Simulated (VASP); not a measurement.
Output of a VASP run:

**OSZICAR**
```
       N       E                     dE             d eps       ncg     rms          rms(c)
DAV:   1     0.132521985057E+03    0.13252E+03   -0.11715E+04   328   0.114E+03
DAV:   2    -0.140089371900E+02   -0.14653E+03   -0.14386E+03   416   0.274E+02
DAV:   3    -0.187741215463E+02   -0.47652E+01   -0.47604E+01   448   0.556E+01
DAV:   4    -0.188345551978E+02   -0.60434E-01   -0.60429E-01   408   0.547E+00
DAV:   5    -0.188369342385E+02   -0.23790E-02   -0.23790E-02   464   0.669E-01    0.831E+00
DAV:   6    -0.171324481599E+02    0.17045E+01   -0.89175E+00   320   0.235E+01    0.433E+00
DAV:   7    -0.171233990417E+02    0.90491E-02   -0.32803E-01   392   0.504E+00    0.224E+00
DAV:   8    -0.171367984775E+02   -0.13399E-01   -0.54448E-02   360   0.272E+00    0.262E-01
DAV:   9    -0.171446623712E+02   -0.78639E-02   -0.14572E-02   384   0.829E-01    0.150E-01
DAV:  10    -0.171470457125E+02   -0.23833E-02   -0.39341E-03   336   0.445E-01    0.457E-02
DAV:  11    -0.171470309142E+02    0.14798E-04   -0.47051E-04   424   0.166E-01    0.213E-02
DAV:  12    -0.171470471997E+02   -0.16286E-04   -0.93442E-05   320   0.723E-02    0.253E-03
DAV:  13    -0.171470475327E+02   -0.33302E-06   -0.14002E-06   344   0.968E-03
   1 F= -.17147048E+02 E0= -.17147048E+02  d E =-.157244E-10
```

**OUTCAR**
```
------------------------ aborting loop because EDIFF is reached ----------------------------------------
  FORCE on cell =-STRESS in cart. coord.  units (eV):
  Direction    XX          YY          ZZ          XY          YZ          ZX
  --------------------------------------------------------------------------------------
  Total       -1.3421651     -1.3421651     -1.3421651      0.0000000     -0.0000000      0.0000000
  in kB      -36.0912115    -36.0912115    -36.0912115      0.0000000     -0.0000000      0.0000000
  external PRESSURE =     -36.0912115 kB  Pullay stress =       0.0000000 kB
  volume of cell :       59.58
      direct lattice vectors                 reciprocal lattice vectors
     0.000000000  3.100000000  3.100000000    -0.161290323  0.161290323  0.161290323
     3.100000000  0.000000000  3.100000000     0.161290323 -0.161290323  0.161290323
     3.100000000  3.100000000  0.000000000     0.161290323  0.161290323 -0.161290323
 POSITION                                       TOTAL-FORCE (eV/Angst)
 -----------------------------------------------------------------------------------
      0.00000      0.00000      0.00000        -0.000000      0.000000     -0.000000
      1.55000      1.55000      1.55000         0.000000     -0.000000      0.000000
      4.65000      4.65000      4.65000         0.000000      0.000000     -0.000000
 -----------------------------------------------------------------------------------
    total drift:                                0.000000     -0.000000      0.000000
  FREE ENERGIE OF THE ION-ELECTRON SYSTEM (eV)
  ---------------------------------------------------
  free  energy   TOTEN  =       -17.1470475327 eV

  energy  without entropy=      -17.1470475327  energy(sigma->0) =      -17.14704753
```
(Selected blocks of OUTCAR.)

**POSCAR**
```
BaF2
1
    0.0000000000     3.1000000000     3.1000000000
    3.1000000000     0.0000000000     3.1000000000
    3.1000000000     3.1000000000     0.0000000000
Ba F
1 2
Direct
  0.0000000000   0.0000000000   0.0000000000
  0.2500000000   0.2500000000   0.2500000000
  0.7500000000   0.7500000000   0.7500000000
```

Problem. Write an INCAR and KPOINTS that could have produced this output.

Solution. Several could match; the one computed here: the input of the run itself, PBE GGA, plane waves, VASP's PBE PAW potentials (set 64).

INCAR:
```
SYSTEM  =  BaF2
PREC  =  Accurate; ENCUT  =  400; LREAL  =  .False.
LASPH  =  .True.
EDIFF  =  1E-6; NELM  =  100; ALGO  =  Normal
LMAXMIX  =  4
ISMEAR  =  -1; SIGMA  =  0.02
GGA  =  PE
ISIF  =  2
LWAVE  =  .False.; LCHARG  =  .False.
```

File KPOINTS:
```
K-points
0
gamma
  5 5 5
0 0 0
```

POTCAR, in this order: Ba_sv F (PBE.64 set). Program: vasp_std.

At this cut-off the stress carries a Pulay error, which pulls relaxed volumes low.

The structure is a typed BaF2 crystal. The cell was not relaxed at this level.
